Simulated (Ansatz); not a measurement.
# MnO: the cost of one run

Program: Ansatz 0.2.0. Level of theory: DFT PBE, scalar-relativistic. These are calculated values, not measurements.

## 1. Starting point

The structure is hexagonal, space group P6_3mc (No. 186). Conventional cell: a = 3.372 Å, b = 3.372 Å, c = 5.385 Å, α = 90.00°, β = 90.00°, γ = 120.00°. Mn (site symmetry 3m) has 4 O at 1.96 to 2.08 Å as nearest neighbours. O (site symmetry 3m) has 4 Mn at 1.96 to 2.08 Å as nearest neighbours.

As a file:

```cif
data_structure
_symmetry_space_group_name_H-M 'P6_3mc'
_symmetry_Int_Tables_number 186
_cell_length_a 3.3717
_cell_length_b 3.3717
_cell_length_c 5.3855
_cell_angle_alpha 90.000
_cell_angle_beta 90.000
_cell_angle_gamma 120.000
_cell_volume 53.02
loop_
_atom_site_label
_atom_site_type_symbol
_atom_site_symmetry_multiplicity
_atom_site_Wyckoff_symbol
_atom_site_fract_x
_atom_site_fract_y
_atom_site_fract_z
_atom_site_occupancy
Mn1 Mn 2 b 0.33333 0.66667 0.01096 1
O1 O 2 b 0.33333 0.66667 0.37547 1
```

The file gives the conventional cell by its symmetry; the runs use the cell typed in the input.

Atoms are numbered in the order of the input: Mn1, Mn2, O3, O4.

## 2. Volume × 0.96, LAPW

File input.yaml:

```yaml
crystal:
  lattice:
    - [3.3261318172, 0.0, 0.0]
    - [-1.6630659085, 2.88051465, 0.0]
    - [0.0, 0.0, 5.3127140505]
  atoms:
    - { symbol: Mn, position: [0.3333333333, 0.6666666667, 0.01096], spin: 4.0 }
    - { symbol: Mn, position: [0.6666666667, 0.3333333333, 0.51096], spin: 4.0 }
    - { symbol: O, position: [0.3333333333, 0.6666666667, 0.37547] }
    - { symbol: O, position: [0.6666666667, 0.3333333333, 0.87547] }
magnetization:
  spin_polarized: true
kpoints:
  mp_grid: { grid: [14, 14, 8] }
  band_path:
    path:
      - [0.0, 0.0, 0.0]
      - [0.5, 0.0, 0.0]
      - [0.3333333333, 0.3333333333, 0.0]
      - [0.0, 0.0, 0.0]
      - [0.0, 0.0, 0.5]
      - [0.5, 0.0, 0.5]
      - [0.3333333333, 0.3333333333, 0.5]
      - [0.0, 0.0, 0.5]
      - [0.5, 0.0, 0.5]
    npoints: 5
scf:
  occupations: { method: fermi_dirac, width: 0.05 }
hamiltonian:
  xc: pbe
  pseudopotentials: { kind: all_electron, lapw: { basis_error: 0.0005 } }
output:
  forces: true
  stress: true
  eigenvalues: true
```

Started as:

```console
$ ansatz run input.yaml --threads 1 --pin off --max-ram 6144MiB --backend cpu --events-out ev --progress --plain --runs-dir out
```

**Question.** How long does this run take on 1 thread of Intel Xeon 6975P-C (Granite Rapids), shared host, and how much memory does it need?

About 4.2 min, with a peak of 1.3 GiB.
